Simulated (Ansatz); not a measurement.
# Al (Im-3m) in Ansatz: notebook

Aim: see how the results for Al move with the level of theory and the settings. Levels: RPBE+D4, BLYP+D3(BJ). Tasks: density of states, projected density of states.

All numbers are computed with Ansatz 0.2.0; they aren't measurements. Logs are shortened: lines on timing, memory, paths and dates and some standing lists are left out, and cuts for length are marked.

**1. The undisturbed crystal**

It takes space group Im-3m (No. 229, cubic). Conventional cell: a = 3.182 Å, b = 3.182 Å, c = 3.182 Å, α = 90.00°, β = 90.00°, γ = 90.00°. Al (site symmetry m-3m) has 8 Al at 2.76 Å as nearest neighbours.

This isn't the form of Al at room conditions, which is fcc.

**2. Density of states, RPBE+D4 (cell strained at random at fixed volume)**

input.yaml

```yaml
crystal:
  lattice:
    - [-1.570952, 1.585707, 1.532444]
    - [1.640817, -1.61565, 1.632251]
    - [1.55668, 1.601378, -1.562387]
  atoms:
    - { symbol: Al, position: [0.021946, 0.031969, -0.003838] }
hamiltonian:
  xc: rpbe
  pseudopotentials: { kind: paw, accuracy: stringent }
  dispersion: d4
kpoints:
  mp_grid: { grid: [9, 9, 9] }
scf:
  occupations: { method: gaussian, width: 0.1 }
  n_extra_bands: 6
output:
  forces: true
  stress: true
  eigenvalues: true
  dos: { projected: false, de: 0.05, nscf_kmesh: { grid: [14, 14, 14] } }
```

Potentials or basis: SSSP precision PAW.

The run is started by

```console
$ ansatz run input.yaml --threads 1 --pin off --max-ram 2560MiB --backend cpu --events-out ev --progress --plain --runs-dir out
```

Output:

```text
Warning: The stringent table, which hamiltonian.pseudopotentials names, holds the potential of the library's standard table for Al (one content_sha256, or a second file that the publisher made of the same generator input, which states another). The run takes no other species from the library, so that hamiltonian.pseudopotentials.accuracy: standard would change no potential of it. The deck needs no change, but a comparison with a run at hamiltonian.pseudopotentials.accuracy: standard does not test the potential of Al. With hamiltonian.pseudopotentials.accuracy and source left out a run reads another potential of Al, from this project's own files. To test it, run on another potential, such as that of hamiltonian.pseudopotentials: {kind: paw}
Warning: RAYON_NUM_THREADS=1 ignored (pool sized by the plan → 1); use --threads N
scf.n_extra_bands = 6 over 2 filled bands (N_el = 3.0): the run solves 8 bands
Engine: ansatz 0.2.0, x86_64-unknown-linux-gnu
Pseudopotentials: kind: paw
Pseudopotential: Al, paw, valence charge 3, recommended cutoff 408.170794 eV (normal), Al.paw.azcp
Functional definition: RPBE
  parameter kappa = 0.804
  parameter beta = 0.06672455060314922
  exchange = rpbe_x(kappa = kappa, mu = beta*pi^2/3)
  correlation = pbe_c(beta = beta)
Crystal: 1 atoms, lattice volume = 16.116 Å³
Basis set: ecut = 408.170794 eV, 321 PW (Γ), exchange–correlation on 60×60×60 points (8 copies of the dense FFT grid, shifted against one another)
Bands: 8, of which v1, the nominal top of the filled ones, is band 2 counted from 1 (1 counted from 0)
Symmetry: 2 space group operations
Space group: P-1 (ITA 2), of the structure as read, at distance tolerance 2.5e-5 Å
k-points: 365 of 729
Non-local potential: Al, projectors of the file, l = 0: 2, l = 1: 2, l = 2: 2
PAW form: compensated (Kresse and Joubert's): semilocal exchange-correlation on the pseudo side sees the compensation charge
PAW frozen core: Al, regenerated for the run's functional, and the local potential with it (the file was generated under x = pbe(κ = 0.804, μ = 0.2195149727645171), c = pbe(β = 0.06672455060314922))
PAW one-centre angular grid: Al, 110 points (default); XC on 64 Gauss nodes
Initial density: superposition of atomic densities (chi_scale 0.1, normalization cell)
Initial wavefunctions: pseudopotential atomic-orbital guess
Functional: x = rpbe, c = pbe(β = 0.06672455060314922)
SCF iter   1: F=—  HF=-540.955019 eV  |F-HF|=—  |Δ(HF+E_count)|=         —  Δρ=2.31e-2  dr2=8.33e-2  ethr=3.10e-3  ⟨swp⟩=4.7  Hψ=19885  notcnv=0  defer=3
preconditioner: auto → none  [metal: Δε(μ)=0.026 eV  Ē_g=16.657 eV  σ=0.100 eV  W_gap=0.15  n_scr=0 (ndim 8)  ℏωp=16.0 eV  f_vac=0.000  D(μ)=0.47/eV (n_scr^D=0)]
SCF iter   2: F=—  HF=-540.939508 eV  |F-HF|=—  |Δ(HF+E_count)|=   1.55e-2  Δρ=1.11e-2  dr2=1.90e-2  ethr=2.78e-3  ⟨swp⟩=1.0  Hψ=5840  notcnv=0  defer=124
SCF iter   3: F=—  HF=-540.935144 eV  |F-HF|=—  |Δ(HF+E_count)|=   4.36e-3  Δρ=3.20e-4  dr2=1.32e-5  ethr=6.33e-4  ⟨swp⟩=1.4  Hψ=2558  notcnv=0  defer=567
SCF iter   4: F=—  HF=-540.935139 eV  |F-HF|=—  |Δ(HF+E_count)|=   5.50e-6  Δρ=4.54e-5  dr2=1.75e-7  ethr=4.39e-7  ⟨swp⟩=2.1  Hψ=2788  notcnv=0  defer=567
SCF iter   5: F=-540.935139 eV  HF=-540.935139 eV  |F-HF|=3.88e-10  |Δ(HF+E_count)|=   8.34e-8  Δρ=3.58e-6  dr2=1.14e-9  ethr=3.33e-9  ⟨swp⟩=6.8  Hψ=14183  notcnv=0
SCF 1 converged in 5 iterations: F = -540.935139 eV  dr2 = 1.14e-9
NSCF: frozen V_eff on 1376 k-points
SCF converged after 5 iterations
Free energy (F): -540.935139 eV
Harris-Foulkes:  -540.935139 eV  (|F-HF|=3.88e-10)
Internal energy: -540.932716 eV  (E = F + TS)
E sigma→0 (E₀):  -540.933928 eV
Entropy (-TS):   -0.002422 eV (-2.422 meV/atom)
Fermi energy:    8.294695 eV
--- Per-component energies (eV) ---
  E_band       = 11.363411
  E_kinetic    = 22.890354
  E_local      = 8.744753  (includes V_loc(G=0)·N_el)
  E_nonlocal   = 12.274362
  E_hartree    = 0.053640
  E_xc         = -35.426725
  E_vxc        = -29.963896  (∫ρ·V_xc dr)
  E_paw        = -474.696142  (= ΣΔE_a)
  E_vpaw       = -2.689447  (= ΣTr[D̂ρ^β])
  E_aug_tail   = 0.000001  (compensation charges beyond the density's cutoff)
  E_ewald      = -74.081839
  E_disp       = -0.673784  (pairwise vdW)
  E_core_change = -0.017336  (= ΣΔE_core)
  E_smearing   = -0.002422  (= −TS)
  E_closure    = 0.000000  (closes the sum)
  Σ components = -540.935139   (vs F -540.935139, Δ=0.00e0)
--- Forces (eV/Å), atoms counted from 1 ---
  atom   1  Al     0.00000000     0.00000000     0.00000000
  max |Σ_I F_I| component: 0.00e0 eV/Å
--- Stress (GPa, compression-positive) ---
       -1.242511       0.077271      -1.940556
        0.077271      -0.708574       1.519507
       -1.940556       1.519507      -0.930638
  P = ⅓ Tr σ = -0.9606 GPa (-9.606 kbar)
--- Band table (eV; the first three rows and the last of 365) ---
  k-point 0: bands = ["-3.0502", "21.2995", "21.4526", "22.0443", "22.7015", "23.4194", "23.8732", "24.7304"]
  k-point 1: bands = ["-2.6882", "18.4146", "19.7934", "20.4601", "22.4409", "23.1670", "24.2363", "24.8137"]
  k-point 2: bands = ["-1.6078", "13.7883", "18.1075", "18.6300", "20.8207", "21.8430", "25.5582", "25.6277"]
  k-point 364: bands = ["1.0109", "10.2571", "12.4908", "13.8903", "23.7721", "25.1059", "27.1494", "27.9731"]
```

It took 5.5 s on 1 thread of AMD EPYC 7B13 (Zen 3), shared host; peak memory 0.41 GiB.

Results:

| Quantity | Value |
| --- | --- |
| Free energy | -540.9351 eV |
| Pressure | -1.0 GPa |
| Band gap on the k mesh | none (metal or under the smearing width) |
| Density of states at the Fermi level | 0.41 states/eV per cell |

Stress tensor (GPa, compression positive):
```
-1.24  0.08 -1.94
 0.08 -0.71  1.52
-1.94  1.52 -0.93
```

States per cell in windows of 0.5 eV (zero at the Fermi level; states under -8 eV left out):
| from (eV) | total |
| --- | --- |
| -8.0 | 0.11 |
| -7.5 | 0.12 |
| -7.0 | 0.13 |
| -6.5 | 0.13 |
| -6.0 | 0.14 |
| -5.5 | 0.16 |
| -5.0 | 0.17 |
| -4.5 | 0.17 |
| -4.0 | 0.14 |
| -3.5 | 0.16 |
| -3.0 | 0.16 |
| -2.5 | 0.18 |
| -2.0 | 0.20 |
| -1.5 | 0.20 |
| -1.0 | 0.18 |
| -0.5 | 0.20 |
| 0.0 | 0.21 |
| 0.5 | 0.22 |
| 1.0 | 0.22 |
| 1.5 | 0.24 |
| 2.0 | 0.25 |
| 2.5 | 0.24 |
| 3.0 | 0.23 |
| 3.5 | 0.23 |
| 4.0 | 0.23 |
| 4.5 | 0.23 |
| 5.0 | 0.24 |
| 5.5 | 0.24 |
| 6.0 | 0.25 |
| 6.5 | 0.26 |
| 7.0 | 0.26 |
| 7.5 | 0.27 |

Caveat: pairwise dispersion overbinds metals, which lowers pressure and volume.

**3. Projected density of states, BLYP+D3(BJ) (cell strained at random at fixed volume)**

input.yaml

```yaml
crystal:
  lattice:
    - [-1.579956, 1.556924, 1.56022]
    - [1.602763, -1.578656, 1.604758]
    - [1.61242, 1.61112, -1.581952]
  atoms:
    - { symbol: Al, position: [0.0, 0.0, 0.0] }
hamiltonian:
  xc: blyp
  pseudopotentials: { kind: paw, accuracy: stringent }
  dispersion: d3bj
kpoints:
  mp_grid: { grid: [9, 9, 9] }
scf:
  occupations: { method: methfessel_paxton, width: 0.1 }
  n_extra_bands: 6
output:
  forces: true
  stress: true
  eigenvalues: true
  dos: { projected: true, de: 0.05, nscf_kmesh: { grid: [14, 14, 14] } }
  write_density: true
  write_potential: true
  elf: true
  volumetric_format: npy
```

Potentials or basis: SSSP precision PAW.

The run is started by

```console
$ ansatz run input.yaml --threads 1 --pin off --max-ram 2560MiB --backend cpu --events-out ev --progress --plain --runs-dir out
```

It took 6.6 s on 1 thread of AMD EPYC 7B13 (Zen 3), shared host; peak memory 0.43 GiB.

Results (log left out):

```yaml
Free_energy: -541.1007 eV
Pressure: -0.8 GPa
Band_gap_on_the_k_mesh: none (metal or under the smearing width)
Density_of_states_at_the_Fermi_level: 0.42 states/eV per cell
```

Stress tensor (GPa, compression positive):
```
 0.54 -0.56 -0.53
-0.56 -1.15  0.99
-0.53  0.99 -1.85
```

Levels at points of the mesh, in eV from the Fermi level:
| k point | band 1 | band 2 | band 3 | band 4 |
| --- | --- | --- | --- | --- |
| (0.00, 0.00, 0.00) | -11.29 | 12.96 | 13.18 | 13.53 |

States per cell in windows of 0.5 eV (zero at the Fermi level; states under -8 eV left out):
```csv
from (eV),total,Al 3p,Al 3s
-8.0,0.11,0.07,0.04
-7.5,0.12,0.08,0.04
-7.0,0.12,0.08,0.04
-6.5,0.13,0.09,0.04
-6.0,0.14,0.09,0.04
-5.5,0.15,0.10,0.04
-5.0,0.17,0.12,0.05
-4.5,0.17,0.13,0.04
-4.0,0.15,0.11,0.03
-3.5,0.16,0.11,0.04
-3.0,0.16,0.10,0.06
-2.5,0.17,0.10,0.07
-2.0,0.19,0.12,0.07
-1.5,0.21,0.14,0.06
-1.0,0.18,0.12,0.05
-0.5,0.20,0.13,0.06
0.0,0.21,0.14,0.06
0.5,0.22,0.14,0.06
1.0,0.23,0.15,0.06
1.5,0.24,0.16,0.06
2.0,0.25,0.17,0.06
2.5,0.24,0.17,0.05
3.0,0.23,0.16,0.05
3.5,0.23,0.16,0.04
4.0,0.23,0.15,0.04
4.5,0.23,0.15,0.04
5.0,0.24,0.14,0.04
5.5,0.25,0.14,0.04
6.0,0.25,0.14,0.04
6.5,0.26,0.14,0.04
7.0,0.26,0.14,0.04
7.5,0.27,0.14,0.04
```

Caveat: pairwise dispersion overbinds metals, which lowers pressure and volume.
